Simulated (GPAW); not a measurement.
The system is TiO2.

```
Ti O
1.0
     4.59984    0.00000    0.00000
     0.00000    4.59984    0.00000
     0.00000    0.00000    2.95921
Ti O
2 4
Direct
  0.00000 0.00000 0.50000
  0.50000 0.50000 0.00000
  0.30432 0.30432 0.50000
  0.19568 0.80432 0.00000
  0.80432 0.19568 0.00000
  0.69568 0.69568 0.50000
```

The cell is a database's computed one.

Program: GPAW 26.7.0. Alike in all runs: no spin polarisation; cell as given.

Question: Order these runs on this cell by their band gap on the k mesh, lowest first.
A. level PBE; potentials or basis GPAW PAW data sets (gpaw-data 1.2.1), fd; k mesh 4 × 4 × 6; smearing fermi-dirac 0.05 eV; band path GXMGZRAZ,XR,MA; band points 80; grid spacing 0.2 Å
B. level PBEsol+U; potentials or basis PAW data sets generated in the run's folder for this functional, pw; U Ti d U = 3 eV; k mesh 5 × 5 × 7; cutoff (eV) 550; smearing fermi-dirac 0.001 eV; response ecut 60 eV; response k mesh 7 × 7 × 11; response bands 84
C. level r2SCAN+U; potentials or basis GPAW PAW data sets (gpaw-data 1.2.1), pw; U Ti d U = 3.5 eV; k mesh 4 × 4 × 6; cutoff (eV) 800; smearing fermi-dirac 0.05 eV; band path GXMGZRAZ,XR,MA; band points 80

Answer: A (1.88 eV), B (2.30 eV), C (2.84 eV).

Caveats: the long-wavelength limit can be off by several per cent where d states take part (some runs); response on these states lacks terms of the Hamiltonian (some runs); an odd mesh through Γ misses points on the zone boundary, where band edges often lie (some runs).

Not every run made on this cell is shown here.
